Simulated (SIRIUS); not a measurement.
Runs of SIRIUS 7.12.0 on GaSb. Symmetry: F-43m, No. 216, cubic system. The conventional cell has a = 6.118 Å, b = 6.118 Å, c = 6.118 Å, α = 90.00°, β = 90.00°, γ = 90.00°. Around Sb (site symmetry -43m) lie 4 Ga at 2.65 Å. Ga (site symmetry -43m) has 4 Sb at 2.65 Å as nearest neighbours. 

```tsv
task	level	potentials or basis	spin	k mesh	cutoff (eV)	smearing	muffin tin radii	basis cutoff (gk_cutoff)	valence relativity	local orbitals (radial functions)	reference energy of the basis	gap on the mesh (eV)	V0 of scaled cells (Å³/atom)	B0 (GPa)
single point	WC	all-electron FP-LAPW, apw+lo standard	non-collinear, ferromagnetic start	5 × 5 × 5	168	fermi-dirac 0.05 eV	Ga 2.39, Sb 2.54 bohr	3.51 1/bohr	iora	Ga 14, Sb 14	0.17 Ha	none	-	-
equation of state	PBEsol	all-electron FP-LAPW, apw+lo standard	off	8 × 8 × 8	175	fermi-dirac 0.02 eV	Ga 2.34, Sb 2.48 bohr	3.59 1/bohr	iora	Ga 14, Sb 14	-	-	28.53	51
equation of state	LDA	all-electron FP-LAPW, apw+lo standard	off	8 × 8 × 8	175	fermi-dirac 0.05 eV	Ga 2.34, Sb 2.48 bohr	3.59 1/bohr	iora	Ga 14, Sb 14	-	-	27.65	(a)
single point	PW91	all-electron FP-LAPW, apw+lo standard	off	8 × 8 × 8	168	methfessel-paxton 0.05 eV	Ga 2.39, Sb 2.54 bohr	3.51 1/bohr	iora	Ga 14, Sb 14	0.17 Ha	none	-	-
single point	LDA-VWN	all-electron FP-LAPW (ZORA valence), apw+lo lean	off	8 × 8 × 8	168	methfessel-paxton 0.02 eV	Ga 2.39, Sb 2.54 bohr	3.51 1/bohr	zora	Ga 10, Sb 10	0.17 Ha	none	-	-
```

Alike in all rows: cell as given.

Q: Fill in the values left out.

A: (a) 53.

Caveats: this crystal is a semiconductor, whose small gap the functional closes, so the metal is an error of the method (some runs); the basis is light, so values aren't converged (some runs).

A k mesh can miss the band edges, and the runs leave out spin-orbit coupling on Ga, Sb.

A gap of «none» marks a metal or a gap under the smearing width.

Not every run made on this cell is shown here.
